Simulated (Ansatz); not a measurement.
TaN under changes of volume

One of the cells (10.776 Å³/atom); the others are scaled copies at fixed shape and fractional positions:

```
Ta N
1.0
     2.93800    0.00000    0.00000
    -1.46900    2.54438    0.00000
     0.00000    0.00000    2.88300
Ta N
1 1
Direct
  0.00000 0.00000 0.50000
  0.66667 0.33333 0.00000
```

- Program: Ansatz 0.2.0
- Functional: PBEsol
- Potentials or basis: all-electron LAPW, scalar-relativistic
- Cutoff: 378 eV (chosen from the basis error)
- Basis error allowed: 0.0005 eV/atom
- k mesh: 10 × 10 × 9
- Occupations: fermi-dirac, width 0.05 eV
- Spin: no spin polarisation

```tsv
volume (Å³/atom)	energy over the lowest point (meV/atom)	pressure (GPa)
10.129	?	?
10.345	8.47	10.4
10.560	0.00	2.4
10.776	1.71	-4.8
10.991	12.55	-11.2
11.207	31.59	-17.0
11.422	58.00	-22.2
```

Problem. What does the run at 10.129 Å³/atom give?

Solution. Energy over the lowest point 28.26 meV/atom; pressure 19.2 GPa.

Worked out: A Birch-Murnaghan fit of order 3 (a polynomial in V^(-2/3)) to the other rows has its minimum at 10.63 Å³/atom with B0 = V·E''(V) = 360 GPa and B' = 4.3 at fixed shape and positions, which overstates the stiffness. It gives 28.31 meV/atom at 10.129 Å³/atom, against the run's 28.26, and -dE/dV = 19.3 GPa, against 19.2.

Energies are extrapolated to zero smearing.
